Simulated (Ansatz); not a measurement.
The system is C.

```
CELL_PARAMETERS angstrom
2.52210 0.00000 0.00000
-1.26105 2.18420 0.00000
0.00000 0.00000 8.23710
ATOMIC_POSITIONS crystal
C 0.66667 0.33333 0.84375
C 0.33333 0.66667 0.34375
C 0.66667 0.33333 0.65625
C 0.33333 0.66667 0.15625
C 0.00000 0.00000 0.90625
C 0.00000 0.00000 0.40625
C 0.00000 0.00000 0.59375
C 0.00000 0.00000 0.09375
```

This is a hexagonal form of diamond, not graphite.

Base run:

- Program: Ansatz 0.2.0
- Functional: PBEsol
- Potentials or basis: all-electron LAPW, scalar-relativistic
- Cutoff: 411 eV (chosen from the basis error)
- Basis error allowed: 0.002 eV/atom
- k mesh: 12 × 12 × 4
- Occupations: fermi-dirac, width 0.05 eV
- Spin: no spin polarisation

Its results: band gap on the k mesh 4.28 eV, indirect (least direct gap 5.13 eV); pressure -4.3 GPa; largest force 0.329 eV/Å.

Question: The run is repeated on the same cell with these changes: functional from PBEsol to LDA. What comes out?

Answer: Band gap on the k mesh 4.38 eV, indirect (least direct gap 5.14 eV); pressure -12.4 GPa; largest force 0.331 eV/Å.

LDA binds more tightly than PBEsol, so the same cell stands under less pressure.
